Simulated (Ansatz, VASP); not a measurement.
# BN: VASP beside Ansatz

Wanted: the spread between two codes on one cell, functional and k mesh. The cell is taken from a series of runs on this material, whose earlier steps may have relaxed, scaled, displaced or heated it; both programs get it as it stands.

Method: plane waves, with VASP 6.6.1 beside it; zone-centre phonons at LDA, in Ansatz 0.2.0.

### 1. Starting point

It takes space group R3m (No. 160, trigonal). Conventional cell: a = 2.430 Å, b = 2.430 Å, c = 6.242 Å, α = 90.00°, β = 90.00°, γ = 120.00°. Nearest to B lie 4 N at 1.50 to 1.55 Å. N has 4 B at 1.50 to 1.55 Å nearest. Farther neighbours and most contacts between anions are not listed.

### 2. Ansatz: zone-centre phonons, LDA, pair 1

Ansatz runs on its PAW soft_1 files.

Second derivatives magnify differences that forces hide, and they need a tight electronic threshold.

File input.yaml:

```yaml
crystal:
  lattice:
    - [0.0557737557, 1.7741020585, 1.7741020585]
    - [1.7741020585, 0.0557737557, 1.7741020585]
    - [1.7741020585, 1.7741020585, 0.0557737557]
  atoms:
    - { symbol: B, position: [0.0007657352, 0.0007657352, 0.0007657352] }
    - { symbol: "N", position: [0.2492342648, 0.2492342648, 0.2492342648] }
kpoints:
  mp_grid: { grid: [12, 12, 12] }
hamiltonian:
  xc: lda
  pseudopotentials: { kind: paw, azcp: { folder: soft_1 }, xc_functional: pbe }
scf:
  occupations: { method: fixed }
output:
  eigenvalues: true
phonons:
  method: dfpt
  dielectric: true
  rigid_motions: translations
```

Started as:

```
$ ansatz run input.yaml --threads 4 --pin off --max-ram 10240MiB --backend cpu --events-out ev --progress --plain --runs-dir out
```

Numbers of over 12 decimals in the logs are rounded to 6 here.

The log of the run:

```text
Engine: ansatz 0.2.0, x86_64-unknown-linux-gnu
Pseudopotentials: kind: paw
Pseudopotential: B, paw, valence charge 3, recommended cutoff 420 eV (normal), soft_1/B.paw.azcp
Pseudopotential: N, paw, valence charge 5, recommended cutoff 420 eV (normal), soft_1/N.paw.azcp
Functional definition: SPW92
  exchange = slater_x
  correlation = pw_c
Crystal: 2 atoms, lattice volume = 10.641 Å³
Basis set: ecut = 420 eV, 199 PW (Γ), exchange–correlation on 36×36×36 points (8 copies of the dense FFT grid, shifted against one another)
Bands: 8, of which v1, the nominal top of the filled ones, is band 4 counted from 1 (3 counted from 0)
Symmetry: 6 space group operations
k-points: 476 of 1728 (irreducible under 2 space group operations, time reversal used)
Non-local potential: B, projectors of the file, l = 0: 2, l = 1: 2, l = 2: 1
Non-local potential: N, projectors of the file, l = 0: 2, l = 1: 2, l = 2: 1
PAW form: soft (Blöchl's): semilocal exchange-correlation on the pseudo side does not see the compensation charge
PAW frozen core: B, regenerated for the run's functional, and the local potential with it (the file was generated under x = pbe(κ = 0.804, μ = 0.219515), c = pbe(β = 0.066725))
PAW frozen core: N, regenerated for the run's functional, and the local potential with it (the file was generated under x = pbe(κ = 0.804, μ = 0.219515), c = pbe(β = 0.066725))
PAW one-centre angular grid: B, 110 points (default); XC on 64 Gauss nodes
PAW one-centre angular grid: N, 110 points (default); XC on 64 Gauss nodes
Initial density: superposition of atomic densities (chi_scale 0.1, normalization cell, long waves kept (reshape's long-wave potential 0.00 eV rms))
Initial wavefunctions: pseudopotential atomic-orbital guess
Functional: x = slater, c = lda
SCF iter   1: F=—  HF=-527.256960 eV  |F-HF|=—  |Δ(HF+E_count)|=         —  Δρ=1.69e-1  dr2=2.34e0  ethr=3.10e-3  ⟨swp⟩=3.9  Hψ=21596  notcnv=0  defer=809
preconditioner: auto → none  [insulator: Δε(μ)=5.958 eV  Ē_g=21.797 eV  n_scr=0 (ndim 8)  ℏωp=32.2 eV  f_vac=0.000  ε∞_Penn≈3.2]
SCF iter   2: F=—  HF=-526.421021 eV  |F-HF|=—  |Δ(HF+E_count)|=   8.36e-1  Δρ=6.80e-2  dr2=2.70e-1  ethr=3.10e-3  ⟨swp⟩=2.0  Hψ=11214  notcnv=0  defer=103
SCF iter   3: F=—  HF=-526.340955 eV  |F-HF|=—  |Δ(HF+E_count)|=   8.01e-2  Δρ=2.29e-2  dr2=3.24e-2  ethr=3.10e-3  ⟨swp⟩=3.0  Hψ=6656  notcnv=0  defer=873
SCF iter   4: F=—  HF=-526.331275 eV  |F-HF|=—  |Δ(HF+E_count)|=   9.68e-3  Δρ=2.90e-3  dr2=2.81e-4  ethr=4.05e-4  ⟨swp⟩=3.1  Hψ=6714  notcnv=0  defer=943
SCF iter   5: F=—  HF=-526.331271 eV  |F-HF|=—  |Δ(HF+E_count)|=   3.05e-6  Δρ=1.55e-4  dr2=9.49e-7  ethr=3.52e-6  ⟨swp⟩=2.6  Hψ=5472  notcnv=0  defer=949
SCF iter   6: F=—  HF=-526.331272 eV  |F-HF|=—  |Δ(HF+E_count)|=   1.66e-7  Δρ=1.95e-5  dr2=9.64e-9  ethr=1.19e-8  ⟨swp⟩=2.3  Hψ=5641  notcnv=0  defer=90
SCF iter   7: F=-526.331272 eV  HF=-526.331272 eV  |F-HF|=2.40e-11  |Δ(HF+E_count)|=   1.13e-9  Δρ=9.65e-7  dr2=5.00e-11  ethr=1.25e-12  ⟨swp⟩=5.9  Hψ=23526  notcnv=0
SCF 1 converged in 7 iterations: F = -526.331272 eV  dr2 = 5.00e-11
  greatest PAW one-centre occupation: 0.792 electrons in one spin orbital (limit 2), on the N atom at site 1 (counted from 0), in its partial waves of l = 0
NSCF: frozen V_eff on 5 k-points
DFPT response loops at Γ: preconditioner auto → none (the input reference at scf.mixing.eps_inf says where Resta's filter doesn't serve); β = 0.50; Broyden in place of MSR1
SCF converged after 7 iterations
Free energy (F): -526.331272 eV
Harris-Foulkes:  -526.331272 eV  (|F-HF|=2.40e-11)
Internal energy: -526.331272 eV  (E = F + TS)
E sigma→0 (E₀):  -526.331272 eV
Fermi energy:    12.813580 eV
--- Per-component energies (eV) ---
  E_band       = 34.363251
  E_kinetic    = 189.705155
  E_local      = -149.613833  (includes V_loc(G=0)·N_el)
  E_nonlocal   = 44.637287
  E_hartree    = 45.997957
  E_xc         = -93.952992
  E_vxc        = -116.698056  (∫ρ·V_xc dr)
  E_paw        = -192.287973  (= ΣΔE_a)
  E_vpaw       = -25.664078  (= ΣTr[D̂ρ^β])
  E_aug_tail   = 0.000900  (compensation charges beyond the density's cutoff)
  E_ewald      = -370.943652
  E_core_change = 0.125878  (= ΣΔE_core)
  E_smearing   = -0.000000  (= −TS)
  E_closure    = -0.000000  (closes the sum)
  Σ components = -526.331272   (vs F -526.331272, Δ=0.00e0)
--- Band table (eV; the first three rows and the last of 476) ---
  k-point 0: bands = ["-8.6496", "12.3503", "12.8136", "12.8136", "20.6965", "22.2820", "22.2820", "25.1652"]
  k-point 1: bands = ["-8.4612", "11.7889", "12.2318", "12.5880", "21.0010", "22.5515", "22.5930", "25.6875"]
  k-point 2: bands = ["-7.9014", "9.6086", "11.7097", "12.0434", "21.7039", "23.0815", "23.2868", "26.8341"]
  k-point 475: bands = ["-4.2994", "0.7993", "10.9409", "10.9409", "24.2381", "24.2381", "25.2198", "28.6775"]
--- Phonons (Γ-DFPT): 2 representative perturbations + reference, on 476 of 1728 k-points (Σ response iterations 6) ---
  k mesh reduced under 2 symmetry operations, with k and −k counted as one. Each operation leaves every solved perturbation unchanged. A smaller set is not considered because the run solves the response to a homogeneous field
  ASR residual: 1.385e-4 → 0.000e0 eV/Å²; symmetrization residual: 1.845e-7 eV/Å²
  ASR residual per site (eV/Å²): 1.39e-4 6.02e-5
  Γ frequencies (cm⁻¹): 0.00 0.00 0.00 1092.12 1205.86 1205.86
  ε∞ (high-frequency dielectric tensor):
        4.525593     0.084465     0.084465
        0.084465     4.525593     0.084465
        0.084465     0.084465     4.525593
  ε⁰ (static dielectric tensor: ions relaxed, cell fixed):
        6.438852     0.274489     0.274489
        0.274489     6.438852     0.274489
        0.274489     0.274489     6.438852
  ε⁰ − ε∞ (ionic part):
        1.913258     0.190025     0.190025
        0.190025     1.913258     0.190025
        0.190025     0.190025     1.913258
  softest optical mode at Γ: 1092.12 cm⁻¹; the repairs (sum rule, projections) moved no ω² at Γ by more than (2.37 cm⁻¹)²
  Born effective charges Z* (e; rows j = field, columns β = displacement):
    site 0:
         1.84545    0.02716    0.02716
         0.02716    1.84545    0.02716
         0.02716    0.02716    1.84545
    site 1:
        -1.84545   -0.02716   -0.02716
        -0.02716   -1.84545   -0.02716
        -0.02716   -0.02716   -1.84545
  Z* charge neutrality: 1.800e-6 e pre-enforcement
  k-mesh period / interband length: 30.1 Å / 1.36 Å = 22.19 at k = (0.0000, 0.0000, 0.0000), direct gap 7.883 eV — 14 or more, which is no proof of convergence
  optical modes at Γ without the LO–TO term, one row a degenerate level:
      ω (cm⁻¹)  modes    IR ((D/Å)²/amu)
       1092.12      1            13.6471
       1205.86      2            25.0034
  optical modes at Γ + LO–TO along q̂ = [1.0000, 0.0000, 0.0000]:
      ω (cm⁻¹)  modes    IR ((D/Å)²/amu)
       1123.28      1            13.4284
       1205.86      1            12.5017
       1398.45      1            12.7203
  optical modes at Γ + LO–TO along q̂ = [0.0000, 1.0000, 0.0000]:
      ω (cm⁻¹)  modes    IR ((D/Å)²/amu)
       1123.28      1            13.4284
       1205.86      1            12.5017
       1398.45      1            12.7203
  optical modes at Γ + LO–TO along q̂ = [0.0000, 0.0000, 1.0000]:
      ω (cm⁻¹)  modes    IR ((D/Å)²/amu)
       1123.28      1            13.4284
       1205.86      1            12.5017
       1398.45      1            12.7203
```

The column dr2 measures how far the density is from self-consistency, as an energy; F and HF (Harris–Foulkes) agree once it is small.

[end of part 1 of 3]

[Lines on the potential files, build, host, timing and source positions are cut from VASP's logs without a mark.]

[Logs are printed without paths, hosts, clocks, repeated set-up lines and the standing remarks that a program may print on its own settings, such as how far it seeks lower states.]

[Hosts, paths, dates, database ids (printed as entryN), source tags and the programs' standing remarks are cut or masked in the printed files.]
